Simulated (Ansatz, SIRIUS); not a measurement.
**Fe: equilibrium volume by level of theory**

The structure is cubic, space group Im-3m (No. 229). The conventional cell has a = 2.886 Å, b = 2.886 Å, c = 2.886 Å, α = 90.00°, β = 90.00°, γ = 90.00°. Fe (site symmetry m-3m) is surrounded by 8 Fe at 2.50 Å.

| rung | level | program and potentials | cutoff (eV) | k mesh | smearing | core time | chip | equilibrium volume (Å³/atom) | miss | notes |
| --- | --- | --- | --- | --- | --- | --- | --- | --- | --- | --- |
| GGA + dispersion | PBEsol+D3(BJ) | Ansatz, Ansatz PAW | 420 | 13 × 13 × 13 | fermi-dirac 0.05 | 10 s | Intel Xeon | 10.55 | -10.4 % | potentials made for PBE, which Ansatz adapts in part |
| GGA + dispersion | RPBE+D4 | Ansatz, Ansatz PAW | 420 | 13 × 13 × 13 | fermi-dirac 0.05 | 20 s | Arm Neoverse V1 | 11.11 | -5.6 % | potentials made for PBE, which Ansatz adapts in part |
| LDA | LDA | Ansatz, Ansatz PAW | 420 | 13 × 13 × 13 | fermi-dirac 0.05 | 21 s | Intel Xeon | 10.41 | -11.6 % | potentials made for PBE, which Ansatz adapts in part |
| GGA | PBEsol | Ansatz, Ansatz PAW | 420 | 13 × 13 × 13 | fermi-dirac 0.05 | 24 s | Intel Xeon | 10.79 | -8.3 % | potentials made for PBE, which Ansatz adapts in part |
| GGA | BLYP | Ansatz, all-electron LAPW, scalar-relativistic | - | 13 × 13 × 13 | fermi-dirac 0.05 | 44 s | Arm Neoverse V1 | 11.80 | +0.3 % | - |
| GGA | RPBE | Ansatz, all-electron LAPW, scalar-relativistic | - | 13 × 13 × 13 | fermi-dirac 0.05 | 47 s | Arm Neoverse V1 | (a) | ? | - |
| LDA | LDA | Ansatz, all-electron LAPW, scalar-relativistic | - | 13 × 13 × 13 | fermi-dirac 0.05 | 51 s | Arm Neoverse V1 | (b) | ? | - |
| GGA + dispersion | BLYP+D3(BJ) | Ansatz, all-electron LAPW, scalar-relativistic | - | 13 × 13 × 13 | fermi-dirac 0.05 | 53 s | Arm Neoverse V1 | (c) | ? | - |
| GGA + dispersion | revPBE+D3(BJ) | Ansatz, all-electron LAPW, scalar-relativistic | - | 13 × 13 × 13 | fermi-dirac 0.05 | 64 s | Arm Neoverse V1 | 10.97 | -6.8 % | - |
| GGA + dispersion | revPBE+D4 | Ansatz, all-electron LAPW, scalar-relativistic | - | 13 × 13 × 13 | fermi-dirac 0.05 | 67 s | Arm Neoverse V1 | 11.07 | -5.9 % | - |
| GGA | PBE | Ansatz, all-electron LAPW, scalar-relativistic | - | 13 × 13 × 13 | fermi-dirac 0.05 | 1.9 min | Intel Xeon Skylake/Cascade Lake | 11.30 | -4.0 % | - |
| GGA + dispersion | PBE+D4 | Ansatz, all-electron LAPW, scalar-relativistic | - | 13 × 13 × 13 | fermi-dirac 0.05 | 2.3 min | Intel Xeon Skylake/Cascade Lake | 11.04 | -6.2 % | - |
| GGA + dispersion | revPBE+D4 | SIRIUS, PseudoDojo 0.4.1 PBE standard (scalar relativistic) | 1228 | 6 × 6 × 6 | fermi-dirac 0.05 | 2.6 min | AMD EPYC 7R43 Zen 3 | 11.15 | -5.3 % | coarse mesh; potentials made for PBE |
| GGA + dispersion | revPBE+D3(BJ) | SIRIUS, PseudoDojo 0.4.1 PBE standard (scalar relativistic) | 1228 | 6 × 6 × 6 | fermi-dirac 0.05 | 3.1 min | AMD EPYC 7R43 Zen 3 | 11.06 | -6.0 % | coarse mesh; potentials made for PBE |

Times are single runs on shared hosts and different chips, so they are rough; meshes, cutoffs and the tasks' sizes weigh on the time. Task: relaxation of cell and atoms. All rows: collinear spin, ferromagnetic start. Smearing widths are in eV. For a metal such meshes aren't converged. Meshes differ between rows, which moves values too. Meshes are those of the run's cell of 1 atom unless a note names another. Relaxations start from the cell shown or near it and stop with a little pressure left. The cell shown, of 12.02 Å³ an atom, is the runs' start and not the measured value. Misses use the values as printed. Runs on faulty files, with rough fits or with known faults for this quantity aren't shown. No row holds spin-orbit coupling.

Measured: 11.77 Å³/atom at 298 K (a printed reference work). The runs are for a static lattice.

Question: Estimate the values left out from the other rows.

Answer: (a) 11.68 Å³/atom, miss -0.8 %; (b) 10.40 Å³/atom, miss -11.6 %; (c) 11.09 Å³/atom, miss -5.8 %.
